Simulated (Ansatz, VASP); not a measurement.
## KCl (Sylvite): VASP beside Ansatz

Aim: how closely do two programs agree when they are given the same cell, functional and k mesh? The cell is taken from a series of VASP runs on this material, whose earlier steps may have relaxed, scaled or displaced it; both programs get it as it stands.

Main program and level: Ansatz 0.2.0; plane waves, with VASP 6.6.1 beside it; relaxation of cell and atoms at PBE.

### Step 1. Starting point

It takes space group Fm-3m (No. 225, cubic). The conventional cell has a = 6.355 Å, b = 6.355 Å, c = 6.355 Å, α = 90.00°, β = 90.00°, γ = 90.00°. Nearest to K lie 6 Cl at 3.18 Å. Cl has 6 K at 3.18 Å nearest. Farther neighbours and most contacts between anions are not listed.

Coordinates:

```cif
data_structure
_symmetry_space_group_name_H-M 'Fm-3m'
_symmetry_Int_Tables_number 225
_cell_length_a 6.3553
_cell_length_b 6.3553
_cell_length_c 6.3553
_cell_angle_alpha 90.000
_cell_angle_beta 90.000
_cell_angle_gamma 90.000
_cell_volume 256.68
loop_
_atom_site_label
_atom_site_type_symbol
_atom_site_symmetry_multiplicity
_atom_site_Wyckoff_symbol
_atom_site_fract_x
_atom_site_fract_y
_atom_site_fract_z
_atom_site_occupancy
K1 K 4 a 0.00000 0.00000 0.00000 1
Cl1 Cl 4 b 0.50000 0.00000 0.00000 1
```

### Step 2. Ansatz: relaxation of cell and atoms, PBE

Ansatz runs on its default PAW (the set named soft_2) files.

The relaxed volume is the usual yardstick between codes: its relative difference is about their pressure difference at one cell divided by the bulk modulus.

The input, input.yaml:

```yaml
crystal:
  lattice:
    - [0.0, 3.1776251945, 3.1776251945]
    - [3.1776251945, 0.0, 3.1776251945]
    - [3.1776251945, 3.1776251945, 0.0]
  atoms:
    - { symbol: K, position: [0.0, 0.0, 0.0] }
    - { symbol: Cl, position: [0.5, 0.5, 0.5] }
hamiltonian:
  xc: pbe
  pseudopotentials: { kind: paw }
kpoints:
  mp_grid: { grid: [6, 6, 6] }
scf:
  occupations: { method: gaussian, width: 0.03 }
relax:
  f_tol: 0.01
  max_steps: 60
  cell: { stress_tol: 0.05 }
output:
  forces: true
  stress: true
```

The run is started by

```console
$ ansatz run input.yaml --threads 4 --pin off --max-ram 9216MiB --backend cpu --events-out ev --progress --plain --runs-dir out
```

Numbers of over 12 decimals in the logs are rounded to 6 here.

The log of the run:

```text
Engine: ansatz 0.2.0, aarch64-unknown-linux-gnu
Pseudopotentials: kind: paw
Pseudopotential: K, paw, valence charge 9, recommended cutoff 420 eV (normal), K.paw.azcp
Pseudopotential: Cl, paw, valence charge 7, recommended cutoff 420 eV (normal), Cl.paw.azcp
Functional definition: PBE
  parameter kappa = 0.804
  parameter beta = 0.066725
  exchange = pbe_x(kappa = kappa, mu = beta*pi^2/3)
  correlation = pbe_c(beta = beta)
Crystal: 2 atoms, lattice volume = 64.171 Å³
Basis set: ecut = 420 eV, 1243 PW (Γ), exchange–correlation on 64×64×64 points (8 copies of the dense FFT grid, shifted against one another)
Bands: 12, of which v1, the nominal top of the filled ones, is band 8 counted from 1 (7 counted from 0)
Symmetry: 48 space group operations
Space group: Fm-3m (ITA 225), of the structure as read, at distance tolerance 4.0e-5 Å
k-points: 16 of 216
Non-local potential: K, projectors of the file, l = 0: 3, l = 1: 2, l = 2: 2
Non-local potential: Cl, projectors of the file, l = 0: 2, l = 1: 2, l = 2: 2
PAW form: soft (Blöchl's): semilocal exchange-correlation on the pseudo side does not see the compensation charge
PAW one-centre angular grid: K, 110 points (default); XC on 64 Gauss nodes
PAW one-centre angular grid: Cl, 110 points (default); XC on 64 Gauss nodes
Initial density: superposition of atomic densities (neutral atoms: chi_scale 0, normalization atom), corrected by the library's trained network
Initial wavefunctions: pseudopotential atomic-orbital guess
Functional: x = pbe(κ = 0.804, μ = 0.219515), c = pbe(β = 0.066725)
SCF iter   1: F=—  HF=-2621.225835 eV  |F-HF|=—  |Δ(HF+E_count)|=         —  Δρ=2.55e-4  dr2=3.22e-5  ethr=1.77e-3  ⟨swp⟩=5.9  Hψ=1211  notcnv=0
preconditioner: auto → none  [insulator: Δε(μ)=5.080 eV  Ē_g=15.214 eV  σ=0.030 eV  W_gap=1.00  n_scr=14 (ndim 8)  ℏωp=17.3 eV  f_vac=0.090  D(μ)=0.00/eV (n_scr^D=0)  ε∞_Penn≈2.3]
SCF iter   2: F=—  HF=-2621.225612 eV  |F-HF|=—  |Δ(HF+E_count)|=   2.23e-4  Δρ=3.00e-4  dr2=8.29e-5  ethr=2.01e-7  ⟨swp⟩=3.2  Hψ=519  notcnv=0
SCF iter   3: F=—  HF=-2621.225593 eV  |F-HF|=—  |Δ(HF+E_count)|=   1.89e-5  Δρ=1.44e-4  dr2=1.70e-5  ethr=2.01e-7  ⟨swp⟩=2.0  Hψ=248  notcnv=0
SCF iter   4: F=—  HF=-2621.225593 eV  |F-HF|=—  |Δ(HF+E_count)|=   6.20e-8  Δρ=1.94e-5  dr2=2.63e-7  ethr=1.07e-7  ⟨swp⟩=2.0  Hψ=288  notcnv=0
iter 5 did not close the SCF: its close was put off for the readings that it lacked (scf_convergence_deferred on its scf_iter line)
SCF iter   5: F=-2621.225593 eV  HF=-2621.225594 eV  |F-HF|=6.11e-8  |Δ(HF+E_count)|=   1.91e-7  Δρ=9.57e-6  dr2=7.91e-8  ethr=1.64e-9  ⟨swp⟩=2.2  Hψ=258  notcnv=0
SCF iter   6: F=-2621.225593 eV  HF=-2621.225593 eV  |F-HF|=1.14e-11  |Δ(HF+E_count)|=   2.23e-8  Δρ=2.77e-7  dr2=3.50e-11  ethr=4.95e-10  ⟨swp⟩=2.0  Hψ=632  notcnv=0
SCF 1 converged in 6 iterations: F = -2621.225593 eV  dr2 = 3.50e-11
  greatest PAW one-centre occupation: 0.987 electrons in one spin orbital (limit 2), on the K atom at site 0 (counted from 0), in its partial waves of l = 0
relax step   1: F+E_penalty+E_count = -2621.22559350 eV  Δ(F+E_penalty+E_count) = +0.000e0 eV  max|allowed force component| = 4.421e-30 eV/Å  Δτ_max = 0.0000 Å  P = +0.208 GPa  Ω = 64.171 Å³  (6 SCF iters, dr2 threshold 1.00e-7 eV, accepted)
[...]
relax step   2: F+E_penalty+E_count = -2621.22597323 eV  Δ(F+E_penalty+E_count) = -3.797e-4 eV  max|allowed force component| = 9.466e-30 eV/Å  Δτ_max = 0.0000 Å  P = +0.104 GPa  Ω = 64.564 Å³  energy of the carried Pulay correction = -2.862e-6 eV  (4 SCF iters, dr2 threshold 1.08e-7 eV, accepted)
[...]
relax step   3: F+E_penalty+E_count = -2621.22610239 eV  Δ(F+E_penalty+E_count) = -1.292e-4 eV  max|allowed force component| = 3.270e-30 eV/Å  Δτ_max = 0.0000 Å  P = +0.002 GPa  Ω = 64.963 Å³  energy of the carried Pulay correction = -5.748e-6 eV  (4 SCF iters, dr2 threshold 2.71e-8 eV, accepted)
[...]
relax step   4: F+E_penalty+E_count = -2621.22610766 eV  Δ(F+E_penalty+E_count) = -5.273e-6 eV  max|allowed force component| = 3.057e-30 eV/Å  Δτ_max = 0.0000 Å  P = +0.003 GPa  Ω = 64.963 Å³  stress off target by 2.52e-3 GPa  SCF on the basis re-selected at this cell (its energy is not comparable with the rows above)  (4 SCF iters)
basis re-selected at this cell: Δ(F+E_penalty+E_count) = -5.273e-6 eV, ΔP = +0.000 GPa vs the last step (what re-selecting the basis moved, of the pressure what is left beyond the Pulay correction that the steps carried, after the strain that the cell walked since its last selection, with what the two solves' SCF thresholds leave and, on support functions, any second-order correction that the steps lacked; it is no m [...]
SCF converged after 4 iterations
Free energy (F): -2621.226108 eV
Harris-Foulkes:  -2621.226108 eV  (|F-HF|=7.37e-11)
Internal energy: -2621.226108 eV  (E = F + TS)
E sigma→0 (E₀):  -2621.226108 eV
Fermi energy:    3.105967 eV
--- Per-component energies (eV) ---
  E_band       = -136.429550
  E_kinetic    = 415.793590
  E_local      = -853.192214  (includes V_loc(G=0)·N_el)
  E_nonlocal   = 41.007302
  E_hartree    = 286.787316
  E_xc         = -243.070874
  E_vxc        = -287.878425  (∫ρ·V_xc dr)
  E_paw        = -1441.148470  (= ΣΔE_a)
  E_vpaw       = -25.734503  (= ΣTr[D̂ρ^β])
  E_aug_tail   = 0.000086  (compensation charges beyond the density's cutoff)
  E_ewald      = -827.402843
  E_smearing   = -0.000000  (= −TS)
  E_closure    = 0.000000  (closes the sum)
  Σ components = -2621.226108   (vs F -2621.226108, Δ=0.00e0)
--- Forces (eV/Å), atoms counted from 1 ---
  atom   1  K     -0.00000000     0.00000000     0.00000000
  atom   2  Cl     0.00000000    -0.00000000    -0.00000000
  max |Σ_I F_I| component: 4.93e-30 eV/Å
--- Stress (GPa, compression-positive) ---
        0.002518      -0.000000      -0.000000
       -0.000000       0.002518      -0.000000
       -0.000000      -0.000000       0.002518
  P = ⅓ Tr σ = 0.0025 GPa (0.025 kbar)
--- Relaxed structure (3 steps of the walk, 3 accepted, 1 SCFs on fresh bases) ---
  F+E_penalty+E_count = -2621.22610766 eV   max|allowed force component| = 3.057e-30 eV/Å   (the final SCF, on the basis selected at the relaxed cell)
  cell:  # Å, volume = 64.9632 Å³
    - [0, 3.190650, 3.190650]
    - [3.190650, 0, 3.190650]
    - [3.190650, 3.190650, 0]
  atoms:
    - { symbol: K, position: [0, 0, 0] }
    - { symbol: Cl, position: [0.5, 0.5, 0.5] }
```

Elapsed: 1.1 s, on 4 threads of Arm Neoverse V1, shared host; peak memory 0.31 GiB; 3.5 s of CPU time.

### Step 3. VASP: relaxation of cell and atoms, PBE

The same cell, functional, mesh and smearing now go to VASP, with its own data sets and cutoff.

Lines of VASP's logs that name or quote its potential files are left out, and so is its time.

The input, INCAR:

```
SYSTEM = KCl
PREC = Accurate
ENCUT = 450
EDIFF = 1E-06
NELM = 100
ISMEAR = 0
SIGMA = 0.03
LREAL = .FALSE.
ALGO = Normal
GGA = PE
NBANDS = 14
LORBIT = 11
LWAVE = .FALSE.
LCHARG = .FALSE.
KPAR = 4
IBRION = 2
NSW = 50
ISIF = 3
EDIFFG = -0.006
```

The input, POSCAR:

```
KCl
1.0
    0.0000000000      3.1776251945      3.1776251945
    3.1776251945      0.0000000000      3.1776251945
    3.1776251945      3.1776251945      0.0000000000
K Cl
1 1
Direct
    0.0000000000      0.0000000000      0.0000000000
    0.5000000000      0.5000000000      0.5000000000
```

The input, KPOINTS:

```
Automatic mesh
0
Gamma
6 6 6
0 0 0
```

PAW data sets: K_sv and Cl (PBE family, release 64).

The run is started by

```console
$ mpirun -np 4 vasp_std
```

The log of the run:

```text
[banner, memory and clock lines left out]
running    4 mpi-ranks, on    1 nodes
 distrk:  each k-point on    1 cores,    4 groups
 distr:  one band on    1 cores,    1 groups

 POSCAR found type information on POSCAR K Cl
 POSCAR found :  2 types and       2 ions
 LDA part: xc-table for (Slater+PW92), standard interpolation
 POSCAR, INCAR and KPOINTS ok, starting setup
 FFT: planning ... GRIDC
 FFT: planning ... GRID_SOFT
 FFT: planning ... GRID
 WAVECAR not read
 entering main loop
       N       E                     dE             d eps       ncg     rms          rms(c)
DAV:   1     0.924870397598E+02    0.92487E+02   -0.65394E+03   448   0.915E+02
DAV:   2    -0.154743709850E+01   -0.94034E+02   -0.88168E+02   626   0.231E+02
DAV:   3    -0.693169792304E+01   -0.53843E+01   -0.53618E+01   598   0.493E+01
DAV:   4    -0.710788582673E+01   -0.17619E+00   -0.17614E+00   680   0.829E+00
DAV:   5    -0.710975184723E+01   -0.18660E-02   -0.18660E-02   604   0.878E-01    0.322E+00
DAV:   6    -0.681152027532E+01    0.29823E+00   -0.47698E-01   544   0.349E+00    0.263E+00
DAV:   7    -0.679563740648E+01    0.15883E-01   -0.11538E-01   592   0.190E+00    0.153E+00
DAV:   8    -0.680826357087E+01   -0.12626E-01   -0.18679E-02   584   0.103E+00    0.184E-01
DAV:   9    -0.680907206332E+01   -0.80849E-03   -0.11024E-03   586   0.210E-01    0.104E-01
DAV:  10    -0.680972738618E+01   -0.65532E-03   -0.70229E-04   460   0.174E-01    0.196E-02
DAV:  11    -0.680973254983E+01   -0.51636E-05   -0.28834E-05   612   0.306E-02    0.859E-03
DAV:  12    -0.680973562403E+01   -0.30742E-05   -0.47968E-06   490   0.151E-02    0.175E-03
DAV:  13    -0.680973598831E+01   -0.36428E-06   -0.51902E-07   396   0.514E-03
   1 F= -.68097360E+01 E0= -.68097360E+01  d E =-.680974E+01
[...]
2 F= -.68101279E+01 E0= -.68101279E+01  d E =-.391943E-03
[...]
3 F= -.68102433E+01 E0= -.68102433E+01  d E =-.507299E-03
[...]
4 F= -.68101587E+01 E0= -.68101587E+01  d E =-.422688E-03
 curvature:   7.95 expect dE= 0.763E-03 dE for cont linesearch  0.763E-03
 ZBRENT: bracketing found
 ZBRENT: interpolating
 opt :   1.9892  next Energy=    -6.810257 (dE=-0.521E-03)
 bond charge predicted
       N       E                     dE             d eps       ncg     rms          rms(c)
DAV:   1    -0.681386012650E+01   -0.37015E-02   -0.76632E-02   550   0.244E+00    0.396E-01
DAV:   2    -0.681084304614E+01    0.30171E-02   -0.69665E-03   570   0.669E-01    0.144E-01
DAV:   3    -0.681022103425E+01    0.62201E-03   -0.18560E-03   792   0.320E-01    0.107E-01
DAV:   4    -0.681024053242E+01   -0.19498E-04   -0.58223E-05   864   0.433E-02    0.540E-02
DAV:   5    -0.681026141420E+01   -0.20882E-04   -0.58011E-05   788   0.360E-02    0.855E-03
DAV:   6    -0.681026025024E+01    0.11640E-05   -0.17045E-06   506   0.122E-02    0.433E-03
DAV:   7    -0.681026005158E+01    0.19866E-06   -0.27768E-07   248   0.324E-03
   5 F= -.68102601E+01 E0= -.68102601E+01  d E =-.524063E-03
 curvature:  -0.15 expect dE=-0.360E-06 dE for cont linesearch -0.360E-06
 trial: gam=-0.06387 g(F)=  0.977E-60 g(S)=  0.247E-05 ort = 0.360E-04 (trialstep = 0.120E+01)
 search vector abs. value=  0.117E-07
 reached required accuracy - stopping structural energy minimisation
```

OUTCAR, selected parts (step 3):

```text
ion  position               nearest neighbor table
   1  0.000  0.000  0.000-   2 3.18   2 3.18   2 3.18   2 3.18   2 3.18   2 3.18
   2  0.500  0.500  0.500-   1 3.18   1 3.18   1 3.18   1 3.18   1 3.18   1 3.18

  LATTYP: Found a face centered cubic cell.
 ALAT       =     6.3552503890

 Subroutine GETGRP returns: Found 48 space group operations
 (whereof 48 operations were pure point group operations)

The static configuration has the point symmetry O_h .

 Found     16 irreducible k-points:

   k-points           NKPTS =     16   k-points in BZ     NKDIM =     16   number of bands    NBANDS=     14

   dimension x,y,z NGX =    32 NGY =   32 NGZ =   32
   dimension x,y,z NGXF=    64 NGYF=   64 NGZF=   64

   ENCUT  =  450.0 eV  33.07 Ry    5.75 a.u.   7.77  7.77  7.77*2*pi/ulx,y,z

   NELECT =      16.0000    total number of electrons

 k-points in reciprocal lattice and weights: Automatic mesh
   0.00000000  0.00000000  0.00000000       0.005
   0.16666667  0.00000000  0.00000000       0.037
   0.33333333  0.00000000  0.00000000       0.037
   0.50000000  0.00000000  0.00000000       0.019
   0.16666667  0.16666667  0.00000000       0.028
   0.33333333  0.16666667  0.00000000       0.111
   0.50000000  0.16666667  0.00000000       0.111
  -0.33333333  0.16666667  0.00000000       0.111
  -0.16666667  0.16666667  0.00000000       0.056
[...]
-0.33333333  0.33333333  0.16666667       0.111
  -0.33333333  0.50000000  0.16666667       0.056

 average (electrostatic) potential at core
       1 -36.5783       2 -94.5151

 E-fermi :  -1.8627

 k-point     1 :       0.0000    0.0000    0.0000
  band No.  band energies     occupation
    ...
      4     -12.7648      2.00000
      5     -12.7648      2.00000
      6      -2.0025      2.00000
      7      -2.0025      2.00000
      8      -2.0025      2.00000
      9       3.0425      0.00000
     10       6.3510      0.00000
     11       6.3510      0.00000
     12       6.3510      0.00000
     13       7.2047      0.00000
    ...

 k-point     2 :       0.1667    0.0000    0.0000
  band No.  band energies     occupation
    ...
      4     -12.7669      2.00000
      5     -12.7054      2.00000
      6      -2.2949      2.00000
      7      -2.0794      2.00000
      8      -2.0793      2.00000
      9       3.6541      0.00000
     10       6.1719      0.00000
     11       6.6807      0.00000
     12       6.6807      0.00000
     13       7.5515      0.00000
    ...

 k-point     3 :       0.3333    0.0000    0.0000
  band No.  band energies     occupation
    ...
      4     -12.7711      2.00000
      5     -12.5963      2.00000
      6      -2.7776      2.00000
      7      -2.2256      2.00000
      8      -2.2256      2.00000
      9       4.8770      0.00000
     10       6.1730      0.00000
     11       7.5728      0.00000
     12       7.5728      0.00000
     13       8.4321      0.00000
    ...

  Total        0.0058440      0.0058440      0.0058440      0.0000000     -0.0000000      0.0000000
  in kB        0.1441337      0.1441337      0.1441337      0.0000000     -0.0000000      0.0000000
  external PRESSURE =       0.1441337 kB  Pullay stress =       0.0000000 kB

  energy-cutoff  :      450.00
  volume of cell :       64.96
      direct lattice vectors                 reciprocal lattice vectors
     0.000000000  3.190618826  3.190618826    -0.156709412  0.156709412  0.156709412
     3.190618826  0.000000000  3.190618826     0.156709412 -0.156709412  0.156709412
     3.190618826  3.190618826  0.000000000     0.156709412  0.156709412 -0.156709412

 POSITION                                       TOTAL-FORCE (eV/Angst)
 -----------------------------------------------------------------------------------
      0.00000      0.00000      0.00000        -0.000000     -0.000000     -0.000000
      3.19062      3.19062      3.19062         0.000000      0.000000      0.000000
 -----------------------------------------------------------------------------------
    total drift:                                0.000000     -0.000000     -0.000000

  FREE ENERGIE OF THE ION-ELECTRON SYSTEM (eV)
  ---------------------------------------------------
  free  energy   TOTEN  =        -6.8102600516 eV

  energy  without entropy=       -6.8102600516  energy(sigma->0) =       -6.81026005

 reached required accuracy - stopping structural energy minimisation

 total charge
# of ion       s       p       d       tot
------------------------------------------
    1        1.956   5.579   0.022   7.557
    2        1.588   3.564   0.000   5.152
--------------------------------------------------
tot          3.544   9.144   0.022  12.710

[... 3 further parts left out ...]
```

CONTCAR:

```
KCl
   1.00000000000000
     0.0000000000000000    3.1906188260076362    3.1906188260076362
     3.1906188260076362    0.0000000000000000    3.1906188260076362
     3.1906188260076362    3.1906188260076362    0.0000000000000000
  K               Cl
     1     1
Direct
     0.0000000000000000    0.0000000000000000    0.0000000000000000
     0.5000000000000000    0.5000000000000000    0.5000000000000000
```

### Step 4. Comparison

Known differences besides the potentials themselves: both relaxations stop at a tolerance, which leaves soft axes loose, and VASP keeps its plane-wave basis; the cutoff is 420 eV in Ansatz and 450 eV in VASP; VASP leaves aspherical gradient terms in its spheres out (LASPH is not set), Ansatz keeps them; Ansatz adds a Pulay correction to the stress that steers its cell, VASP none. Total energies have different zeros and are not compared.

Both answers:

```tsv
quantity	Ansatz	VASP	difference
volume (Å³)	64.96	64.96	+0.00 %
edge a after relaxation, in the typed setting (Å)	4.512	4.512	+0.00 %
```

The walks stopped with 0.00 GPa left in Ansatz and 0.01 GPa in VASP; each walk ends within a tolerance, so the volume difference is uncertain by about these residues over the bulk modulus, most in soft cells.

### Step 5. Results

```yaml
difference_in_volume_relaxation_of_cell_and_atoms_pbe: 0.0030 %
```

**Reading.** The difference in volume is 0.0030 % (relaxation of cell and atoms, PBE), within the 1.2 % picked in this series as the mark of a large difference, as far as the stopping tolerances let one tell. 1 further run of this series is not shown here. Such differences can come from data sets, numerical settings and the points named under the comparisons, not from the functional's error against experiment.

[Lines on the potential files, build, host, timing and source positions are cut from VASP's logs without a mark.]

[Logs are printed without paths, hosts, clocks, repeated set-up lines and the standing remarks that a program may print on its own settings, such as how far it seeks lower states.]

[Hosts, paths, dates, database ids (printed as entryN), source tags and the programs' standing remarks are cut or masked in the printed files.]
